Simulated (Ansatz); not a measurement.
The system is WC.

```
CELL_PARAMETERS angstrom
0.00000 2.19268 2.19268
2.19268 0.00000 2.19268
2.19268 2.19268 0.00000
ATOMIC_POSITIONS crystal
W 0.00000 0.00000 0.00000
C 0.50000 0.50000 0.50000
```

Measurements of this composition are mostly on another form, of space group No. 187.

| Item | Value |
| --- | --- |
| Program | Ansatz 0.2.0 |
| Task | relaxation of cell and atoms |
| Functional | PBEsol |
| Potentials or basis | Ansatz PAW |
| Cutoff | 420 eV (not typed: the program's choice for these potentials) |
| k mesh | 10 × 10 × 10 |
| Occupations | fermi-dirac, width 0.05 eV |
| Spin | no spin polarisation |
| Hubbard terms | W d U = 2 eV |

At the start: volume 10.54 Å³/atom.

Where does the relaxation end?

It ends after 7 steps and the volume is 10.26 Å³/atom (-2.7 %); space group Fm-3m (No. 225, to 0.05 Å).

Step by step:
```tsv
step	energy change (eV)	largest force (eV/Å)	volume (Å³)
1	0.0000	0.0000	21.08
2	-0.0154	0.0000	20.26
3	-0.0190	0.0000	20.53
4	-0.0191	0.0000	20.52
5	-0.0180	0.0000	20.52
6	-0.0180	0.0000	20.52
7	-0.0180	0.0000	20.52
```

Final structure:
```
CELL_PARAMETERS angstrom
0.00000 2.17290 2.17290
2.17290 0.00000 2.17290
2.17290 2.17290 0.00000
ATOMIC_POSITIONS crystal
W 0.00000 0.00000 0.00000
C 0.50000 0.50000 0.50000
```

Caveat: the plane-wave basis is chosen anew once the cell has moved, so the energies of steps on either side of that aren't comparable; the pressure holds a Pulay correction of +0.3 GPa for the finite cutoff; U without spin polarisation on a metal has little footing; the PAW data sets come from PBE, with cores solved anew for the run's functional, which leaves a small shift of forces and pressure; the U is typed as a test and isn't derived for this compound.
